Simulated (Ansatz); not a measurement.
A surface is cut from this relaxed crystal of Al$_{2}$Pt:

```yaml
crystal:
  lattice:
    - [0.00000, 2.97320, 2.97320]
    - [2.97320, 0.00000, 2.97320]
    - [2.97320, 2.97320, 0.00000]
  atoms:
    - { symbol: Al, position: [0.25000, 0.25000, 0.25000] }
    - { symbol: Al, position: [0.75000, 0.75000, 0.75000] }
    - { symbol: Pt, position: [0.00000, 0.00000, 0.00000] }
```

Miller indices refer to the conventional cell of Fm-3m (No. 225), a = 5.946 Å, b = 5.946 Å, c = 5.946 Å, α = 90.00°, β = 90.00°, γ = 90.00°.

The (111) slab of 9 planes, 8.6 Å thick with 15 Å of vacuum as cut; outer planes Al (top) and Al (bottom).

Computed with DFT PBE, scalar-relativistic, plane waves, PAW (Ansatz 0.2.0). Plane waves to 420 eV, a k mesh through Γ of 9×9×1 on the computed 9-atom cell and Gaussian smearing (0.10 eV); no spin polarisation. A dipole correction removes the field between periodic images along c.

Read from the bulk's Fermi level, the relaxed top face's work function is 4.35 eV: the slab is thin for this quantity.

Results for the relaxed slab:

```yaml
Surface_energy_mean_of_both_faces: 1.15 J/m²
Work_function: 4.19 eV
```

Relaxation lowers the energy by 0.090 J/m² a face; the largest move is 0.236 Å.

```tsv
plane (bottom to top)	atoms	spacing to next, bulk (Å)	relaxed (Å)	change (%)
1	Al	0.858	0.658	-23.4
2	Pt	0.858	0.825	-3.9
3	Al	1.717	1.710	-0.4
4	Al	0.858	0.862	+0.5
5	Pt	0.858	0.862	+0.5
6	Al	1.717	1.710	-0.4
7	Al	0.858	0.825	-3.9
8	Pt	0.858	0.658	-23.4
9	Al
```

Spin-orbit coupling is left out, which matters for the bands of heavy elements.

γ = (E_slab − N·E_bulk)/2A = 2.190 eV / (2 × 15.31 Å²) = 71.5 meV/Å² = 1.15 J/m², with N = 9 atoms. The cut crosses 2 bonds a cell (neighbours within 10 % of the shortest distances), so each costs 1.09 eV on this count.

The cut leaves whole Al-Pt-Al trilayers intact, and relaxation is concentrated in their outermost Al-Pt spacings, while the central trilayer stays close to bulk. Each surface Al atom has lost the Pt neighbour along the surface normal and sinks towards the Pt plane below, strengthening its remaining bonds. The contraction of 23.4 % overstates the bond strain: these Al-Pt bonds lie mostly in-plane, so a large change in a small interplanar spacing shortens them only slightly.

The 1.09 eV per bond is not a pure Al-Pt bond energy, since the cut also separates longer Al-Al contacts that the count omits, and the total includes the relaxation gain. The work function is much closer to that of aluminium than to that of platinum, as expected for an Al termination. Electron transfer towards the more electronegative Pt beneath probably contributes, leaving the outer layer positive and lowering the surface dipole barrier. Whether this termination is favoured over Pt-terminated or Al-deficient ones at a given Al chemical potential remains open.
